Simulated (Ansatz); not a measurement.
Write the native input for Ansatz 0.2.0 that does the following.

```
Task                : band structure
Functional          : PBEsol
Potentials or basis : all-electron LAPW, scalar-relativistic
Cutoff              : 251 eV (chosen from the basis error)
Basis error allowed : 0.001 eV/atom
k mesh              : 11 × 11 × 11
Occupations         : fermi-dirac, width 0.05 eV
Spin                : no spin polarisation
```

The system is Au.

```
Au
1.0
    -1.65727    1.65727    1.65727
     1.65727   -1.65727    1.65727
     1.65727    1.65727   -1.65727
Au
1
Direct
  0.00000 0.00000 0.00000
```

This isn't the form of Au at room conditions, which is fcc.

One way to write it, as run:

input.yaml

```yaml
crystal:
  lattice:
    - [-1.657269, 1.657269, 1.657269]
    - [1.657269, -1.657269, 1.657269]
    - [1.657269, 1.657269, -1.657269]
  atoms:
    - { symbol: Au, position: [0.0, 0.0, 0.0] }
kpoints:
  mp_grid: { grid: [11, 11, 11] }
  band_path:
    path:
      - [0.0, 0.0, 0.0]
      - [0.5, -0.5, 0.5]
      - [0.0, 0.0, 0.5]
      - [0.0, 0.0, 0.0]
      - [0.25, 0.25, 0.25]
      - [0.5, -0.5, 0.5]
    npoints: 8
scf:
  occupations: { method: fermi_dirac, width: 0.05 }
hamiltonian:
  xc: pbesol
  pseudopotentials: { kind: all_electron, lapw: { basis_error: 0.001 } }
output:
  forces: true
  stress: true
  eigenvalues: true
```

Potentials or basis: all-electron LAPW, scalar-relativistic.

Run with:

```bash
$ ansatz run input.yaml --threads 1 --pin off --max-ram 3072MiB --backend cpu --events-out ev --progress --plain --runs-dir out
```

It gave:

```json
{
 "Pressure": "-8.9 GPa",
 "Band gap along the path": "none (metal or under the smearing width)"
}
```

Caveat: spin-orbit coupling is left out, which moves the levels of the heavy elements.

Run time: 7.3 s on 1 thread of Arm Neoverse V2, on a shared host, peak memory 0.26 GiB.
